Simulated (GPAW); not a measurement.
# AgI2 (P-4m2) in GPAW: convergence with k mesh

Aim: find how far k mesh must go before the results for AgI2 settle, at r2SCAN. This setting moves, with any that are tied to it; all else stays.

Program: GPAW 26.7.0. These are calculated values, not measurements. Logs are shortened: lines on timing, memory, paths and dates and some standing lists are left out, and cuts for length are marked. The log counts tension as positive stress, the text compression.

## Step 1: The crystal as given

It takes space group P-4m2 (No. 115, tetragonal). Conventional cell: a = 4.286 Å, b = 4.286 Å, c = 6.355 Å, α = 90.00°, β = 90.00°, γ = 90.00°. I (site symmetry 2mm) has 2 Ag at 2.78 Å as nearest neighbours. Ag (site symmetry -4m2) is surrounded by 4 I at 2.78 Å.

The cell comes from a database or a generator and needn't be the stable form of this composition.

## Step 2: With k mesh 2 × 2 × 1

Input file run.py:

```python
from ase.dft.bandgap import bandgap
from ase.io import read, write
from ase.units import GPa
from gpaw import GPAW, PW

atoms = read('AgI2.xyz')

calc = GPAW(mode=PW(600),
            xc='MGGA_X_R2SCAN+MGGA_C_R2SCAN',
            kpts={'size': (2, 2, 1), 'gamma': True},
            occupations={'name': 'fermi-dirac', 'width': 0.05},
            nbands=28,
            convergence={'density': 1e-05, 'energy': 1e-05},
            maxiter=100,
            txt='gpaw.txt')
atoms.calc = calc
energy = atoms.get_potential_energy()
forces = atoms.get_forces()
stress = atoms.get_stress()
calc.write('gs.gpw')
write('result.traj', atoms)
print(f'Energy: {energy:.6f} eV')
print('Forces (eV/A):')
print(forces.round(4))
print('Stress (GPa):', (stress / GPa).round(3))
print('Fermi level:', round(calc.get_fermi_level(), 4), 'eV')
print(f'Gap: {bandgap(calc)[0]:.4f} eV, direct: {bandgap(calc, direct=True)[0]:.4f} eV')
```

Input file AgI2.xyz:

```xyz
3
Lattice="4.2857280000 0.0000000000 0.0000000000 0.0000000000 4.2857280000 0.0000000000 0.0000000000 0.0000000000 6.3547810000" Properties=species:S:1:pos:R:3 pbc="T T T"
I      0.0000000000      2.1428640000      1.4122738199
I      2.1428640000      0.0000000000      4.9425071801
Ag     0.0000000000      0.0000000000      3.1773905000
```

Potentials or basis: GPAW PAW data sets (gpaw-data 1.2.1), pw.

Command:

```bash
OMP_NUM_THREADS=1 python run.py
```

gpaw.txt:

```text
__  _  _
 | _ |_)|_||  |
 |__||  | ||/\| - 26.7.0

Input parameters:
  mode=PW(ecut=600.0),
  convergence={'density': 1e-05, 'energy': 1e-05},
  kpts=MonkhorstPack(size=(2, 2, 1), gamma=True),
  maxiter=100,
  nbands=28,
  occupations=Occupations(name='fermi-dirac', width=0.05),
  xc=XC(name='MGGA_X_R2SCAN+MGGA_C_R2SCAN')

Diagonalizing LCAO Hamiltonian
Converting LCAO to pw mode
    .----------.
   /|          |
  / |          |
 *  |          |
 |  |          |
 |  | I        |
 |  |          |
 Ag |          |
 |I .----------.
 | /          /
 |/          /
 *----------*

Atoms  # Å, Bohr magnetons
|   | symbol |        x |        y |        z |    initial magnetic moments |
|---|--------|----------|----------|----------|-----------------------------|
| 0 |      I | 0.000000 | 2.142864 | 1.412274 | ( 0.0000,  0.0000,  0.0000) |
| 1 |      I | 2.142864 | 0.000000 | 4.942507 | ( 0.0000,  0.0000,  0.0000) |
| 2 |     Ag | 0.000000 | 0.000000 | 3.177391 | ( 0.0000,  0.0000,  0.0000) |

Unit cell  # Å
| periodic |        x |        y |        z |  lengths |    angles |
|----------|----------|----------|----------|----------|-----------|
|      yes | 4.285728 | 0.000000 | 0.000000 | 4.285728 | 90.000000 |
|      yes | 0.000000 | 4.285728 | 0.000000 | 4.285728 | 90.000000 |
|      yes | 0.000000 | 0.000000 | 6.354781 | 6.354781 | 90.000000 |

Number of symmetries: 8
Symmetry operations  # r_c * U_cc + t_c -> r_c
|   | kind |            matrix            |
|---|------|------------------------------|
| 0 |  E   |  1, 0, 0,  0, 1, 0,  0, 0, 1 |
| 1 |  σ   |  1, 0, 0,  0,-1, 0,  0, 0, 1 |
| 2 |  C2  |  0, 1, 0,  1, 0, 0,  0, 0,-1 |
| 3 |  S4  |  0, 1, 0, -1, 0, 0,  0, 0,-1 |
| 4 |  S4  |  0,-1, 0,  1, 0, 0,  0, 0,-1 |
| 5 |  C2  |  0,-1, 0, -1, 0, 0,  0, 0,-1 |
| 6 |  σ   | -1, 0, 0,  0, 1, 0,  0, 0, 1 |
| 7 |  C2  | -1, 0, 0,  0,-1, 0,  0, 0, 1 |

BZ-sampling:
  Number of BZ points: 4
  Number of IBZ points: 3

  Monkhorst-Pack size: [2, 2, 1]
  Monkhorst-Pack shift: [0.25, 0.25, 0.0]

K-points  # in reciprocal-cell coordinates
|   |                                coordinates |     weight |
|---|--------------------------------------------|------------|
| 0 | (  0.00000000,   0.00000000,   0.00000000) | 0.25000000 |
| 1 | (  0.50000000,   0.00000000,   0.00000000) | 0.50000000 |
| 2 | (  0.50000000,   0.50000000,   0.00000000) | 0.25000000 |

Plane wave coefficients: 3897
Cutoff: 600.0 eV

Spin-components: 1 (collinear spins)
Bands:           28
Projectors:      16
Spin-degeneracy: 2
Datatype:        complex128

Parallelization:
  kpt:    1
  domain: 1
  band:   1

Density:
  Valence electrons: 31.0
  Components: 1
  Grid points: [25 25 36]
  Charge: 0.0  # |e|

Potential:
  Grid points: [25 25 36]

species:
  I:
    name:    Iodine
    Z:       53.0
    valence: 7
    core:    46
    charge:  0.0  # [|e|]
    compensation charges:
      type: gauss
      rc: 0.37  # [Å]
      lmax: 2
    cutoffs:
      filter: 2.06  # [Å]
      core: 2.90  # [Å]
    projectors
    | kind |    occ | energy [eV] | rcut [Å] |
    |------|--------|-------------|----------|
    |   5s |  2.000 |     -17.382 |    1.164 |
    |   5p |  5.000 |      -7.088 |    1.164 |
    |    s |        |       9.829 |    1.164 |
    |    p |        |      20.123 |    1.164 |
    |    d |        |       0.000 |    1.164 |

    Using partial waves for I as LCAO basis

  Ag:
    name:    Silver
    Z:       47.0
    valence: 17
    core:    30
    charge:  0.0  # [|e|]
    compensation charges:
      type: gauss
      rc: 0.40  # [Å]
      lmax: 2
    cutoffs:
      filter: 2.35  # [Å]
      core: 2.19  # [Å]
    projectors
    | kind |    occ | energy [eV] | rcut [Å] |
    |------|--------|-------------|----------|
    |   5s |  1.000 |      -4.401 |    1.286 |
    |   4p |  6.000 |     -58.577 |    1.328 |
    |   5p |  0.000 |      -0.738 |    1.328 |
    |   4d | 10.000 |      -7.446 |    1.180 |
    |    s |        |      22.811 |    1.286 |
    |    d |        |      19.766 |    1.180 |

    Using partial waves for Ag as LCAO basis

Reference energy: -531679.417686  # eV

eigensolver:
  PPCG
  Converge bands: occupied
  niter=2

density mixing:
  MSR1-Mixer
  Pratt-step length: 0.05
  Maximum mixing coefficient: 0.75
  Old densities: 10
  SVD Regularization: 0.005
  Good broyden scale: 1.0
  Trust region scale: 1.0
  Backstep threshold: 4.0
  History deletion threshold: 6.0
  Fourier metric: weight=20.0, sigma=0.015

occupation numbers:
  Fermi-Dirac:
    width: 0.0500  # eV

poisson solver:
  ecut: 4800.0  # eV

xc functional:
  name: MGGA_X_R2SCAN+MGGA_C_R2SCAN with 2 nearest neighbor stencil

convergence criteria:
- Maximum integral of absolute [dens]ity change: 1e-05 electrons / valence electron
- Maximum [total energy] change in last 3 cyles: 1e-05 eV / valence electron
- Maximum integral of absolute [eigenst]ate change: 4e-08 eV^2 / valence electron
maximum number of iterations: 100

SCF iterations
|iter     | |      energy | eigst |  dens |
|---------|-|-------------|-------|-------|
|iter:   1| |  -57.508947 | -0.45 |       |
|iter:   2| |  -50.538329 | -1.50 | -1.38 |
|iter:   3| |  -50.423777 | -2.57 | -1.47 |
|iter:   4| |  -50.416585 | -3.01 | -1.65 |
|iter:   5| |  -50.429996 | -3.20 | -1.85 |
|iter:   6| |  -50.432218 | -4.00 | -2.22 |
|iter:   7| |  -50.432605 | -4.55 | -2.66 |
|iter:   8| |  -50.432689 | -5.80 | -3.24 |
|iter:   9| |  -50.432715c| -6.73 | -3.48 |
|iter:  10| |  -50.432716c| -7.11 | -3.60 |
|iter:  11| |  -50.432716c| -7.48c| -3.83 |
|iter:  12| |  -50.432716c| -7.92c| -4.24 |
|iter:  13| |  -50.432716c| -8.54c| -5.44c|

Converged in 13 steps
Energy contributions relative to reference atoms: (reference = -531679.417686)

Energy contributions:
  Kinetic:          -5.795474
  Coulomb:           5.593345
  Zero:             -0.508929
  External:          0.000000
  Xc:              -49.713502
  Entropy:          -0.016311
  Spinorbit:         0.000000
  ----------------------------
  Free energy:     -50.440871
  Extrapolated:    -50.432716

dipole moment: (-34.113670, -34.113670, 0.000056)  # |e|*Ang

Fermi level: 1.918
Eigenvalues  # (at kpt = [0.000, 0.000, 0.000])
| band index |      eig [eV] | occ [0-2] |
|------------|---------------|-----------|
|          0 |       -54.319 |     2.000 |
|        ... |               |           |
|          6 |        -2.346 |     2.000 |
|          7 |        -2.182 |     2.000 |
|          8 |        -1.979 |     2.000 |
|          9 |        -1.415 |     2.000 |
|         10 |        -1.047 |     2.000 |
|         11 |         0.483 |     2.000 |
[... 8 lines left out ...]
|         20 |         9.743 |     0.000 |
|         21 |        10.167 |     0.000 |
|        ... |               |           |
|         27 |        15.229 |     0.000 |

No gap
No difference between direct/indirect transitions

Forces  # eV/Ang
|       x |       y |        z |
|---------|---------|----------|
| 0.00000 | 0.00000 | -0.09895 |  # I    0
| 0.00000 | 0.00000 |  0.09895 |  # I    1
| 0.00000 | 0.00000 |  0.00000 |  # Ag   2

Stress tensor  # eV/Ang^3
|        x |        y |        z |
|----------|----------|----------|
| 0.001406 | 0.000000 | 0.000000 |
| 0.000000 | 0.001406 | 0.000000 |
| 0.000000 | 0.000000 | 0.004906 |

# Writing to gs.gpw (mode='')
```

stdout:

```text
Energy: -50.432716 eV
Forces (eV/A):
[[ 0.     0.    -0.099]
 [ 0.     0.     0.099]
 [ 0.     0.     0.   ]]
Stress (GPa): [0.225 0.225 0.786 0.    0.    0.   ]
Fermi level: 1.9178 eV
Gap: 0.0000 eV, direct: 0.0000 eV
```

Wall time 15 s (1 thread of Intel Xeon Platinum 8488C (Sapphire Rapids), shared host); peak memory 0.31 GiB.

What came out:

```
Free energy            : -50.4409 eV
Pressure               : -0.4 GPa
Largest force          : 0.099 eV/Å
Band gap on the k mesh : none (metal or under the smearing width)
```

## Step 3: With k mesh 2 × 2 × 2

run.py, as its differences from that of step 2:

```diff
@@ -9,3 +9,3 @@
             xc='MGGA_X_R2SCAN+MGGA_C_R2SCAN',
-            kpts={'size': (2, 2, 1), 'gamma': True},
+            kpts={'size': (2, 2, 2), 'gamma': True},
             occupations={'name': 'fermi-dirac', 'width': 0.05},
```

AgI2.xyz is that of step 2.

Potentials or basis: GPAW PAW data sets (gpaw-data 1.2.1), pw.

Command:

```bash
OMP_NUM_THREADS=1 python run.py
```

It took 26 s on 1 thread of Intel Xeon Platinum 8488C (Sapphire Rapids), shared host; peak memory 0.32 GiB.

Results:

```yaml
Free_energy: -50.2322 eV
Pressure: 0.5 GPa
Largest_force: 0.118 eV/Å
Band_gap_on_the_k_mesh: none (metal or under the smearing width)
```

## Step 4: With k mesh 3 × 3 × 2

run.py, as its differences from that of step 3:

```diff
@@ -9,3 +9,3 @@
             xc='MGGA_X_R2SCAN+MGGA_C_R2SCAN',
-            kpts={'size': (2, 2, 2), 'gamma': True},
+            kpts={'size': (3, 3, 2), 'gamma': True},
             occupations={'name': 'fermi-dirac', 'width': 0.05},
```

AgI2.xyz is that of step 3.

Command:

```bash
OMP_NUM_THREADS=1 python run.py
```

Wall time 25 s (1 thread of Intel Xeon Platinum 8488C (Sapphire Rapids), shared host); peak memory 0.32 GiB.

What came out:

```yaml
Free_energy: -50.5305 eV
Pressure: -0.5 GPa
Largest_force: 0.151 eV/Å
Band_gap_on_the_k_mesh: none (metal or under the smearing width)
```

## Step 5: With k mesh 4 × 4 × 3

run.py, as its differences from that of step 4:

```diff
@@ -9,3 +9,3 @@
             xc='MGGA_X_R2SCAN+MGGA_C_R2SCAN',
-            kpts={'size': (3, 3, 2), 'gamma': True},
+            kpts={'size': (4, 4, 3), 'gamma': True},
             occupations={'name': 'fermi-dirac', 'width': 0.05},
```

AgI2.xyz is that of step 4.

Command:

```bash
OMP_NUM_THREADS=1 python run.py
```

Wall time 45 s (1 thread of Intel Xeon Platinum 8488C (Sapphire Rapids), shared host); peak memory 0.33 GiB.

It converged, with:

- Free energy: -50.5334 eV
- Pressure: -0.6 GPa
- Largest force: 0.077 eV/Å
- Band gap on the k mesh: none (metal or under the smearing width)

## Step 6: With k mesh 5 × 5 × 3

run.py, as its differences from that of step 5:

```diff
@@ -9,3 +9,3 @@
             xc='MGGA_X_R2SCAN+MGGA_C_R2SCAN',
-            kpts={'size': (4, 4, 3), 'gamma': True},
+            kpts={'size': (5, 5, 3), 'gamma': True},
             occupations={'name': 'fermi-dirac', 'width': 0.05},
```

AgI2.xyz is that of step 5.

Potentials or basis: GPAW PAW data sets (gpaw-data 1.2.1), pw.

Command:

```bash
OMP_NUM_THREADS=1 python run.py
```

Wall time 46 s (1 thread of Intel Xeon Platinum 8488C (Sapphire Rapids), shared host); peak memory 0.33 GiB.

The run converged. Its results:

| Quantity | Value |
| --- | --- |
| Free energy | -50.5350 eV |
| Pressure | -0.6 GPa |
| Largest force | 0.089 eV/Å |
| Band gap on the k mesh | none (metal or under the smearing width) |

## Step 7: With k mesh 6 × 6 × 4

run.py, as its differences from that of step 6:

```diff
@@ -9,3 +9,3 @@
             xc='MGGA_X_R2SCAN+MGGA_C_R2SCAN',
-            kpts={'size': (5, 5, 3), 'gamma': True},
+            kpts={'size': (6, 6, 4), 'gamma': True},
             occupations={'name': 'fermi-dirac', 'width': 0.05},
```

AgI2.xyz is that of step 6.

Command:

```bash
OMP_NUM_THREADS=1 python run.py
```

Wall time 1.8 min (1 thread of Intel Xeon Platinum 8488C (Sapphire Rapids), shared host); peak memory 0.38 GiB.

The run converged. Its results:

* Free energy: -50.5361 eV
* Pressure: -0.7 GPa
* Largest force: 0.051 eV/Å
* Band gap on the k mesh: none (metal or under the smearing width)

## Step 8: With k mesh 7 × 7 × 5

run.py, as its differences from that of step 7:

```diff
@@ -9,3 +9,3 @@
             xc='MGGA_X_R2SCAN+MGGA_C_R2SCAN',
-            kpts={'size': (6, 6, 4), 'gamma': True},
+            kpts={'size': (7, 7, 5), 'gamma': True},
             occupations={'name': 'fermi-dirac', 'width': 0.05},
```

AgI2.xyz is that of step 7.

Command:

```bash
OMP_NUM_THREADS=1 python run.py
```

Run time: 1.7 min. Hardware: 1 thread of Intel Xeon Platinum 8488C (Sapphire Rapids), shared host; peak memory 0.38 GiB.

Results (log left out):

- Free energy: -50.5267 eV
- Pressure: -0.6 GPa
- Largest force: 0.050 eV/Å
- Band gap on the k mesh: none (metal or under the smearing width)

## Step 9: The series at a glance

```
   k mesh  energy less the tightest run, at zero smearing (meV/atom)  pressure (GPa)  largest force (eV/Å)  SCF cycles  CPU time (s)  peak memory (GiB)
2 × 2 × 1                                                      25.44           -0.41                 0.099          13            15               0.31
2 × 2 × 2                                                      99.84            0.46                 0.118          13            25               0.32
3 × 3 × 2                                                      -2.53           -0.53                 0.151          13            25               0.32
4 × 4 × 3                                                      -1.12           -0.57                 0.077          13            45               0.33
5 × 5 × 3                                                      -2.81           -0.61                 0.089          13            46               0.33
6 × 6 × 4                                                      -4.79           -0.65                 0.051          13           100               0.38
7 × 7 × 5                                                       0.00           -0.60                 0.050          13           100               0.38
```

Against the tightest run, the pressure stays within 0.1 GPa from 3 × 3 × 2 on; the largest force stays within 0.005 eV/Å from 6 × 6 × 4 on. Not settled before the last step: the energy (to 1 meV/atom). Meshes of other sizes hit other points, so gaps and Fermi surfaces needn't settle smoothly. The tightest run that finished is the yardstick and may itself not be fully converged.

Caveats: the PAW data sets were made with another functional, which shifts forces and pressure a little; an odd number of electrons without spin polarisation forces a metal; a magnetic or distorted state may lie lower.
